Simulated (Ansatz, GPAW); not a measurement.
**Li: programs and potentials compared**

```xyz
1
Lattice="-1.7547 1.7547 1.7547 1.7547 -1.7547 1.7547 1.7547 1.7547 -1.7547" Properties=species:S:1:pos:R:3 pbc="T T T"
Li    0.0000    0.0000    0.0000
```

Alike in all runs: task single point; functional PBE; k mesh 11 × 11 × 11; occupations gaussian, width 0.023 eV; no spin polarisation; no spin-orbit coupling. Pressure is positive in compression and, in plane waves, holds the error of the finite cutoff, which Ansatz's Pulay term estimates and takes out.

```json
{"program and potentials": "Ansatz, Ansatz PAW", "plane-wave cutoff (eV)": "420", "notes": "3 valence electrons an atom on average", "pressure (GPa)": "-0.81"}
{"program and potentials": "Ansatz, all-electron LAPW, scalar-relativistic", "plane-wave cutoff (eV)": "-", "notes": "-", "pressure (GPa)": "-0.80"}
{"program and potentials": "GPAW, GPAW PAW data sets (gpaw-data 1.2.1)", "plane-wave cutoff (eV)": "800", "notes": "1 valence electrons an atom on average", "pressure (GPa)": "-0.79"}
```

The pressure spans -0.81 (Ansatz, Ansatz PAW) to -0.79 GPa (GPAW, GPAW PAW data sets (gpaw-data 1.2.1)), with all-electron results at -0.80.

Differences between rows come from potentials, basis sets and numerical settings, since the functional is the same but for its coding. Runs on potential files found faulty are left out.
